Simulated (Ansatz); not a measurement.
## An added O started as a split pair with an O atom in rutile SnO2, 73 atoms, charge −2

Level of theory: DFT, PBEsol, PAW, plane waves (Ansatz).

Command:

```sh
ansatz run in.yaml --threads 7 --pin off --max-ram 26600MiB --runs-dir r --events-out ev --progress --plain
```

The input less its lattice and atoms:

```yaml
crystal:
  symmetry: { detect: false }
kpoints:
  mp_grid: { grid: [1, 1, 1], shift: [0.25, 0.25, 0.25] }
hamiltonian:
  xc: pbesol
total_charge: -2
scf:
  occupations: { method: fermi_dirac, width: 0.01 }
relax:
  f_tol: 0.03
  max_steps: 80
  escape_saddle: false
  adjacent_minimum: "off"
output:
  forces: true
  eigenvalues: true
  populations: true
  charged_corrections: { epsilon: 12 }
```

Start:

```
Sn O
1.0
     9.53809    0.00000    0.00000
     0.00000    9.53809    0.00000
     0.00000    0.00000    9.63630
Sn O
24 49
Direct
  0.99957 0.99569 0.99770
  0.00231 0.99618 0.33667
  0.99886 0.99787 0.66545
  0.00312 0.50180 0.00023
  0.00011 0.50372 0.33368
  0.00033 0.50081 0.66862
  0.50121 0.00074 0.99580
  0.49963 0.00169 0.33419
  0.49848 0.99938 0.66707
  0.50147 0.49413 0.00366
  0.49874 0.50189 0.33549
  0.49777 0.50116 0.66560
  0.24919 0.25191 0.16627
  0.24792 0.24859 0.50284
  0.24971 0.24961 0.83166
  0.24827 0.75075 0.16664
  0.24980 0.75055 0.50255
  0.25044 0.75162 0.83108
  0.74932 0.25311 0.16535
  0.75038 0.25140 0.50064
  0.74944 0.24963 0.83364
  0.74920 0.75049 0.16683
  0.75116 0.75037 0.50204
  0.75099 0.75176 0.83339
  0.15621 0.15280 0.99882
  0.15560 0.15143 0.33378
  0.15120 0.14755 0.67008
  0.14909 0.65634 0.00107
  0.15382 0.64982 0.32895
  0.15587 0.65473 0.66716
  0.65245 0.15407 0.00058
  0.65549 0.15122 0.33186
  0.65571 0.15428 0.66940
  0.65207 0.65287 0.00056
  0.65308 0.65676 0.33200
  0.65341 0.65190 0.66605
  0.34359 0.34352 0.99760
  0.34841 0.34997 0.33224
  0.34809 0.35162 0.66693
  0.34535 0.84932 0.99622
  0.34694 0.84649 0.33266
  0.34744 0.84640 0.66543
  0.84620 0.34771 0.99853
  0.85093 0.34818 0.33522
  0.84730 0.34643 0.66402
  0.85087 0.84733 0.99975
  0.84861 0.84571 0.33389
  0.84606 0.84626 0.66668
  0.09626 0.40308 0.16956
  0.09563 0.39852 0.50208
  0.09746 0.40252 0.83071
  0.09758 0.90157 0.16597
  0.09610 0.89972 0.50145
  0.10126 0.90219 0.82929
  0.59673 0.40128 0.16887
  0.54213 0.34892 0.49854
  0.59760 0.40400 0.83274
  0.59957 0.90365 0.16650
  0.59556 0.90365 0.49669
  0.59611 0.90070 0.83598
  0.40346 0.09802 0.16495
  0.40567 0.09827 0.49743
  0.40219 0.09617 0.83659
  0.40143 0.59561 0.16758
  0.40198 0.59652 0.49977
  0.40268 0.59791 0.83353
  0.90334 0.09582 0.16494
  0.90293 0.09765 0.50288
  0.90622 0.09568 0.83757
  0.90157 0.59777 0.16856
  0.90934 0.59686 0.50119
  0.90384 0.59615 0.83279
  0.64762 0.46026 0.50006
```

Steps:

| step | energy less the first (eV) | largest force component (eV/Å) |
| --- | --- | --- |
| start | 0.000 | 2.268 |
| 1 | -0.873 | 1.047 |
| 2 | -1.038 | 0.916 |
| 3 | -1.318 | 0.837 |
| 4 | -1.462 | 0.608 |
| 5 | -1.495 | 0.257 |
| 6 | -1.498 | 0.109 |
| 7 | -1.503 | 0.016 |

End:

```
Sn O
1.0
     9.53809    0.00000    0.00000
     0.00000    9.53809    0.00000
     0.00000    0.00000    9.63630
Sn O
24 49
Cartesian
  9.5269 0.0134 0.0003
  0.0010 9.5133 3.2061
  0.0269 0.0013 6.4307
  9.5183 4.7794 9.6360
  0.0010 4.7672 3.2161
  0.0152 4.7520 6.4316
  4.7606 0.0217 0.0008
  4.7881 9.5249 3.2054
  4.7734 0.0013 6.4209
  4.7952 4.7448 0.0007
  4.6708 4.8294 3.1294
  4.7099 4.8693 6.5084
  2.3437 2.3675 1.5849
  2.4063 2.3974 4.7944
  2.3991 2.4033 8.0166
  2.3665 7.1788 1.5955
  2.3872 7.1527 4.8184
  2.3612 7.1738 8.0414
  7.1501 2.3819 1.6126
  7.2278 2.3128 4.8181
  7.1580 2.3899 8.0243
  7.1368 7.1410 1.6205
  7.1426 7.1335 4.8428
  7.1727 7.1965 8.0523
  1.4629 1.4472 9.6037
  1.4572 1.4339 3.2085
  1.4837 1.4649 6.4118
  1.4197 6.2552 0.0023
  1.4736 6.2162 3.2026
  1.4816 6.2113 6.4263
  6.2287 1.4661 9.6342
  6.3676 1.2997 3.1817
  6.2258 1.4752 6.4048
  6.2364 6.2245 9.6337
  6.1990 6.2073 3.2230
  6.1581 6.3551 6.4920
  3.3124 3.3068 0.0037
  3.1827 3.3835 3.1455
  3.3303 3.3429 6.4140
  3.2819 8.1235 9.6345
  3.3261 8.0613 3.2105
  3.3211 8.0698 6.4344
  8.0710 3.3142 0.0028
  8.0631 3.3166 3.2317
  8.2373 3.1755 6.4550
  8.0905 8.0797 0.0333
  8.0731 8.0588 3.2254
  8.1036 8.0857 6.4287
  0.8821 3.8274 1.5907
  0.9348 3.8446 4.8138
  0.9581 3.8710 8.0493
  0.9207 8.6182 1.6005
  0.9396 8.5983 4.8185
  0.9197 8.6174 8.0364
  5.6834 3.8426 1.5997
  5.3325 3.3484 4.3810
  5.6948 3.8542 8.0378
  5.6668 8.5798 1.5874
  5.6937 8.6032 4.8230
  5.7107 8.6554 8.0464
  3.8555 0.9489 1.6194
  3.8410 0.9163 4.7994
  3.8504 0.9443 8.0167
  3.8229 5.7338 1.5354
  3.8598 5.6832 4.8189
  3.8076 5.7191 8.1025
  8.6440 0.9494 1.6040
  8.6577 0.8864 4.8183
  8.5938 0.8993 8.0327
  8.5986 5.6926 1.6200
  8.6253 5.7008 4.8375
  8.5931 5.6863 8.0174
  6.1904 4.2066 5.2562
```

The calculation finished and met its thresholds.

Time: 2.3 min of wall time on 7 threads of a Neoverse-V2 processor, on a host shared with other runs; peak host memory 2.2 GiB.

Problem. How much energy did the relaxation gain, and which atom moved most?

Solution. 1.50 eV in 7 steps, from a start with small random displacements (neighbours that lie too close to an added atom are first pushed off); atom 73 (O) moved 0.47 Å, the median atom 0.04 Å (drift of the whole cell removed).

The one k point has no symmetry partners, which can distort the end along one axis.
